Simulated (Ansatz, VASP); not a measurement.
**Ni in VASP and in Ansatz**

File INCAR:

```
PREC = Accurate
ENCUT = 600
EDIFF = 1E-6
ISMEAR = -1
SIGMA = 0.05
LREAL = F
LASPH = T
NELM = 100
ALGO = Normal
ISIF = 3
LWAVE = F
LCHARG = F
ISPIN = 2
MAGMOM = 1
LORBIT = 11
LMAXMIX = 4
GGA = B5
ALDAX = 1.0
AGGAX = 1.0
AGGAC = 1.0
ALDAC = 0.0
IVDW = 12
VDW_S6 = 1.0
VDW_S8 = 2.6996
VDW_A1 = 0.4298
VDW_A2 = 4.2359
IBRION = 2
NSW = 40
EDIFFG = -0.02
```

File KPOINTS:

```
Automatic mesh
0
Gamma
  13 13 13
```

POSCAR

```
Ni
1.0
    0.0000000000      1.7375729330      1.7375729330
    1.7375729330      0.0000000000      1.7375729330
    1.7375729330      1.7375729330      0.0000000000
Ni
1
Direct
    0.0000000000      0.0000000000      0.0000000000
```

input.yaml

```yaml
crystal:
  lattice:
    - [0.0, 1.737572933, 1.737572933]
    - [1.737572933, 0.0, 1.737572933]
    - [1.737572933, 1.737572933, 0.0]
  atoms:
    - { symbol: Ni, position: [0.0, 0.0, 0.0], spin: 1.0 }
hamiltonian:
  xc: blyp
  pseudopotentials: { kind: paw }
  dispersion: d3bj
magnetization:
  spin_polarized: true
kpoints:
  mp_grid: { grid: [13, 13, 13] }
scf:
  occupations: { method: fermi_dirac, width: 0.05 }
output:
  forces: true
  stress: true
  write_density: true
  write_potential: true
  elf: true
  volumetric_format: npy
relax:
  f_tol: 0.01
  max_steps: 40
  cell: { stress_tol: 0.05 }
```

Alike in both runs: task relaxation of cell and atoms; functional BLYP; dispersion D3(BJ); k mesh 13 × 13 × 13; occupations fermi-dirac, width 0.05 eV; collinear spin, ferromagnetic start.

```csv
,VASP,Ansatz
version,VASP 6.6.1,Ansatz 0.2.0
potentials or method,"VASP PAW PBE potentials, release 64 (Ni)",Ansatz PAW
plane-wave cutoff (eV),600,420
valence electrons in the cell,10,18
```

```csv
,VASP,Ansatz,Ansatz less VASP
"gap on the k mesh at the Fermi level, each at its own relaxed structure (eV)",none,none,-
net moment per atom (μB),0.61,0.62,+0.004
size of the moment on the site where the two differ most (μB),0.62,0.65,+0.030
relaxed volume (Å³/atom),10.53,10.54,+0.006
relaxed cell length with the largest relative difference (Å),2.460,2.461,+0.0005
```

Site moments also hang on the region over which each program counts them. A gap of «none» marks a metal or a gap that the smearing closes. The two sets of potentials don't hold the same shells in valence.

Caveats: pairwise dispersion overbinds metals, which lowers pressure and volume; the PAW data sets were made with another functional, which shifts forces and pressure a little (VASP); the plane-wave basis is chosen anew once the cell has moved, so the energies of steps on either side of that aren't comparable (Ansatz); the PAW data sets come from PBE, with cores solved anew for the run's functional, which leaves a small shift of forces and pressure (Ansatz).
